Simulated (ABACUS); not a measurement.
BaTiO3:

```
Ba Ti O
1.0
     3.99980    0.00000    0.00000
     0.00000    3.99980    0.00000
     0.00000    0.00000    4.01800
Ba Ti O
1 1 3
Direct
  0.00000 0.00000 0.00000
  0.50000 0.50000 0.49000
  0.00000 0.50000 0.51700
  0.50000 0.00000 0.51700
  0.50000 0.50000 0.01900
```

| Quantity | Value |
| --- | --- |
| Program | ABACUS 3.10.1 |
| Task | single point |
| Functional | PBE |
| Potentials or basis | PseudoDojo NC SR 0.4.1 PBE standard |
| Cutoff | 1143 eV |
| Density cutoff | 4572 eV |
| Basis | plane waves |
| k mesh | 7 × 7 × 7 |
| Occupations | fermi-dirac, width 0.05 eV |
| Spin | no spin polarisation |

On this cell: pressure 2.7 GPa; largest force 0.322 eV/Å; band gap on the k mesh 1.92 eV, indirect (least direct gap 2.11 eV).

The same run follows on a disturbed copy (atoms moved at random, drawn with an rms of 0.05 Å):

```
Ba Ti O
1.0
     3.99980    0.00000    0.00000
     0.00000    3.99980    0.00000
     0.00000    0.00000    4.01800
Ba Ti O
1 1 3
Direct
  0.99009 0.01538 0.99613
  0.49689 0.50035 0.49338
  0.99631 0.50045 0.51255
  0.51343 0.00046 0.52163
  0.50648 0.49304 0.02463
```

Q: What changes?

A: The energy moves by +8.2 meV/atom; pressure 3.2 GPa; largest force 0.543 eV/Å; band gap on the k mesh 1.94 eV, indirect (least direct gap 2.11 eV).

Forces in eV/Å, atoms in the order of the input:
```
Ba   0.269 -0.407  0.239
Ti  -0.006  0.176 -0.287
O    0.453  0.066  0.071
O   -0.430 -0.053 -0.121
O   -0.286  0.218  0.099
```

Stress tensor (GPa, compression positive):
```
 2.96 -0.21  0.45
-0.21  2.56 -0.19
 0.45 -0.19  3.95
```

Caveats: this release of the barium file is off; there are fewer bands than atomic start orbitals, so a level may be missed at k points of high symmetry; spin-orbit coupling is left out, which moves the levels of the heavy elements; an odd mesh through Γ misses points on the zone boundary, where band edges often lie.
